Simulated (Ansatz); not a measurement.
A run of Ansatz 0.2.0:

File input.yaml:

```yaml
crystal:
  lattice:
    - [4.99495987, 0.0, 0.0]
    - [0.0, 4.99495987, 0.0]
    - [0.0, 0.0, 3.40900096]
  atoms:
    - { symbol: Pb, position: [0.5, 0.5, 0.5] }
    - { symbol: Pb, position: [0.0, 0.0, 0.0] }
    - { symbol: O, position: [0.69257104, 0.69257104, 0.0] }
    - { symbol: O, position: [0.80742896, 0.19257104, 0.5] }
    - { symbol: O, position: [0.19257104, 0.80742896, 0.5] }
    - { symbol: O, position: [0.30742896, 0.30742896, 0.0] }
hamiltonian:
  xc: pbesol
  pseudopotentials: { kind: paw }
kpoints:
  mp_grid: { grid: [6, 6, 8] }
scf:
  occupations: { method: fermi_dirac, width: 0.05 }
output:
  forces: true
  stress: true
  eigenvalues: true
relax:
  f_tol: 0.01
  max_steps: 40
  cell: { stress_tol: 0.05, p_target: 2.0 }
```

Potentials or basis: Ansatz PAW.

Run with:

```sh
$ ansatz run input.yaml --threads 2 --pin off --max-ram 5632MiB --backend cpu --events-out ev --progress --plain --runs-dir out
```

Hardware: 2 threads of Intel(R) Xeon(R) Processor @ 2.50GHz (Skylake/Cascade Lake) (shared host).

How long does it take, and how much memory?

It took 72 s on 2 threads of Intel(R) Xeon(R) Processor @ 2.50GHz (Skylake/Cascade Lake), on a shared host, peak memory 0.46 GiB. Counts: scf iterations 41, plane waves 1623, k points 50, bands 32, ion steps 8.
